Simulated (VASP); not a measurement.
Runs of VASP 6.6.1 on MnS. Symmetry: Fm-3m, No. 225, cubic system. Conventional cell: a = 4.981 Å, b = 4.981 Å, c = 4.981 Å, α = 90.00°, β = 90.00°, γ = 90.00°. Mn (site symmetry m-3m) is surrounded by 6 S at 2.49 Å. Around S (site symmetry m-3m) lie 6 Mn at 2.49 Å. 

```tsv
cell	target pressure	gap on the mesh (eV)	pressure (GPa)	moment (μB)
relaxed to 4.8 GPa	4.8 GPa	none	4.8	4.29
relaxed to 12 GPa	12 GPa	none	12.0	(a)
relaxed to 0.0001 GPa	0.0001 GPa	none	0.0	4.49
relaxed to 20 GPa	20 GPa	none	20.0	3.46
```

Alike in all rows: task relaxation of cell and atoms; level PBE; potentials or basis VASP PAW PBE potentials, release 64 (Mn_pv, S); spin collinear, ferromagnetic start; k mesh 14 × 14 × 14; cutoff (eV) 700; smearing gaussian 0.1 eV.

Task: Fill in the values left out.

Result: (a) 3.88.

Caveats: the cell is relaxed towards a set pressure, so the enthalpy falls and the energy may rise; a cell with one magnetic atom can't hold antiferromagnetic order, which such compounds often take; semilocal functionals often make such compounds metallic where correlation or magnetic order opens a gap, which also shifts bond lengths; the relaxation stopped at its first step, so nothing moved (some runs).

A gap of «none» marks a metal or a gap under the smearing width.
